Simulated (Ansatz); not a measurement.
# NaCl: energy along a strain

NaCl, Fm-3m, a = 5.663 Å (as given, not relaxed at this level: -0.8 GPa). Ansatz: r2SCAN, PAW, 500 eV, Γ-centred 8×8×8 mesh on 2 atoms, Gaussian smearing 0.05 eV; no spin polarisation. Cell vectors (Å): 0.000 2.832 2.832; 2.832 0.000 2.832; 2.832 2.832 0.000. The cell is strained by x per cent times the pattern (0 1 0 0 0 0) in the order xx yy zz yz xz xy (engineering shears), with fractional coordinates held. y is the free energy over the start, V0 = 22.707 Å³/atom.

| x (%) | y (meV/atom) |
| --- | --- |
| -2.00 | -0.57 |
| -1.50 | -0.74 |
| -1.00 | -0.70 |
| -0.50 | -0.45 |
| 0.00 | 0.00 |
| 0.50 | ? |
| 1.00 | 1.42 |
| 1.50 | 2.36 |
| 1.75 | 2.89 |
| 2.00 | 3.46 |

Task: Fit y = c1 x + c2 x² + c3 x³ to the other rows, get the stiffness along the pattern, and predict the missing energy.

Result: Least squares on the rows shown. y = 1.074 x + 0.3606 x² − 0.01697 x³. The clamped-ion stiffness p·C·p = 2 × 3.606 eV × 160.2 / 22.707 Å³ = 51 GPa, which is C22 in these axes (C11 of the cubic crystal) (second derivative at the start, which stands under stress). At x = 0.50 the fit asked for gives 0.63 meV/atom. The run gave 0.62 meV/atom, so the fit is 0.01 meV/atom too high, a small miss on the scale of the series.